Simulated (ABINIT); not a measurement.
Something may be wrong with this ABINIT 10.8.3 (patched build) calculation of MgS.

File run.abi:

```
ndtset 3

pp_dirpath "./"
pseudos "S.hgh, Mg.hgh"

acell 3*1.0 Angstrom
rprim
    -0.0693560000     2.8023650000     2.8790240000
     2.7870420000    -0.0090720000     2.8187400000
     2.8197370000     2.7747760000    -0.0417670000
ntypat 2
znucl 16 12
natom 2
typat 1 2
chkprim 0
chksymtnons 0
tolsym 1.0e-6
xred
            1/4            1/4            1/4
            0.0            0.0            0.0

ecut 761.918815 eV

ngkpt 6 6 6
nshiftk 1
shiftk 0.0 0.0 0.0

ixc 7

nband 4
occopt 1

nstep 75
diemac 6.0

prteig 0
prtebands 0
prtwf 0
prtden 0
prtpot 0

kptopt1 1
tolvrs1 1.0e-15
prtwf1 1

iscf2 -3
rfelfd2 2
rfdir2 1 1 1
getwfk2 1
kptopt2 2
nqpt2 1
qpt2 0.0 0.0 0.0
tolwfr2 1.0e-18
prtwf2 1

rfelfd3 3
rfphon3 1
rfatpol3 1 4
rfdir3 1 1 1
getwfk3 1
getddk3 2
kptopt3 2
nqpt3 1
qpt3 0.0 0.0 0.0
tolvrs3 1.0e-9
```

Potentials or basis: HGH LDA.

Launch:

```console
$ abinit run.abi > log 2>&1
```

run.abo:

```text
.Version 10.8.3 of ABINIT
 DATASET    1 : space group P1 (#  1); Bravais aP (primitive triclinic)
================================================================================
 Values of the parameters that define the memory need for DATASET  1.
     intxc =       0    ionmov =       0      iscf =       7    lmnmax =       3
     lnmax =       3     mgfft =      40  mpssoang =       2    mqgrid =    3001
     natom =       2  nloc_mem =       1    nspden =       1   nspinor =       1
    nsppol =       1      nsym =       1    n1xccc =       0    ntypat =       2
    occopt =       1   xclevel =       1
       mpw =        2197          nfft =       51840          nkpt =         112
[... 110 lines left out ...]

 chkinp: Checking input parameters for consistency, jdtset=   3.

 chkint_prt: ERROR -
 Context: the value of the variable natom is 2.
  The value of the input variable rfatpol(2) is 4, while it must be
  smaller or equal to 2.
  Action: you should change the input variables rfatpol(2) or natom.

Checking consistency of input data against itself revealed some problem(s).
So, stopping. The details of the problem(s) are given in the error file or the standard output file (= "log" file).
In parallel, the details might not even be printed there. Then, try running in sequential to see the details.

--- !ERROR
message: |
    Checking consistency of input data against itself gave 1 inconsistency.
    The details of the problem can be FOUND ABOVE (or in output or log file).
    In parallel, the details might not even be printed there. Then, try running in sequential to see the details.
...
```

**Question.** What happened, and what is wrong with the input?

**Answer.** The program refused the input. The input holds a flaw that was put in on purpose: atom range past the number of atoms (rfatpol3 = [1, 4]; rfphon3 = 1).
